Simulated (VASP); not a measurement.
A run of VASP 6.6.1 is set up as follows.

The input INCAR:

```
  PREC = Accurate
  ENCUT = 520
  EDIFF = 1E-6
  ISMEAR = 0
  SIGMA = 0.03
  LREAL = False
  LASPH = True
  NELM = 80
  ALGO = Fast
  ISIF = 2
  LWAVE = False
  LCHARG = True
  GGA = PS
  LELF = True
  LVHAR = True
  NBANDS = 16
```

File KPOINTS:

```
regular mesh
0
Gamma
  10 10 10
```

The input POSCAR:

```
Si
1.0
   -3.3254442900      3.3254442900      1.9223856600
    3.3254442900     -3.3254442900      1.9223856600
    3.3254442900      3.3254442900     -1.9223856600
Si
4
Direct
    0.1788010600      0.1788010600      0.3576021200
    0.8211989400      0.8211989400      0.6423978800
    0.1788010600      0.8211989400      0.0000000000
    0.8211989400      0.1788010600      0.0000000000
```

Potentials or basis: VASP PAW PBE potentials, release 64 (Si).

Run with:

```sh
$ cat potpaw_PBE.64/Si/POTCAR > POTCAR
$ mpirun -np 1 vasp_std > vasp.out
```

**Question.** What does it give for the band gap on the k mesh?

**Answer.** 0.24 eV, indirect (least direct gap 0.28 eV).

**Question.** Estimate the largest force.

**Answer.** 0.011 eV/Å.

Forces on the atoms (eV/Å):
```
Si  -0.008 -0.008  0.000
Si   0.008  0.008  0.000
Si   0.008 -0.008  0.000
Si  -0.008  0.008  0.000
```

Caveat: the PAW data sets were made with another functional, which shifts forces and pressure a little. A k mesh can miss the band edges.
